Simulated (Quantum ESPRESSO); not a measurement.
# FeSi under changes of volume

One of the cells (12.016 Å³/atom); the others are scaled copies at fixed shape and fractional positions:

```xyz
8
Lattice="4.5808 0.0000 0.0000 0.0000 4.5808 0.0000 0.0000 0.0000 4.5808" Properties=species:S:1:pos:R:3 pbc="T T T"
Fe    3.9555    2.9158    1.6650
Fe    2.9158    1.6650    3.9555
Fe    1.6650    3.9555    2.9158
Fe    0.6254    0.6254    0.6254
Si    0.7219    1.5685    3.0124
Si    1.5685    3.0124    0.7219
Si    3.0124    0.7219    1.5685
Si    3.8589    3.8589    3.8589
```

```yaml
Program: Quantum ESPRESSO 7.5
Functional: PBEsol
Potentials_or_basis: GBRV 1.5 PBEsol
Cutoff: 762 eV
Density_cutoff: 6095 eV
k_mesh: 5 × 5 × 5
Occupations: fermi-dirac, width 0.05 eV
Spin: collinear spin, ferromagnetic start
Starting_moments: "[3.0, 3.0, 3.0, 3.0, 0.0, 0.0, 0.0, 0.0] μB"
```

```tsv
volume (Å³/atom)	energy over the lowest point (meV/atom)	pressure (GPa)	moment (μB per cell)
11.544	0.00	-13.7	3.36
11.780	?	?	?
12.016	48.21	-19.4	3.94
12.251	78.55	-22.0	4.05
12.487	112.55	-24.3	4.12
```

Task: What does the run at 11.780 Å³/atom give?

Result: Energy over the lowest point 21.93 meV/atom; pressure -16.7 GPa; moment 3.75 μB per cell.

Worked out: A Birch-Murnaghan fit of order 2 (a polynomial in V^(-2/3)) to the other rows has no minimum within the range. It gives 21.86 meV/atom at 11.780 Å³/atom, against the run's 21.93, and -dE/dV = -16.4 GPa, against -16.7. A parabola through the other rows of the moment, of slope 1.2 μB per Å³/atom there, gives 3.69 μB, against the run's 3.75.

Energies are extrapolated to zero smearing.
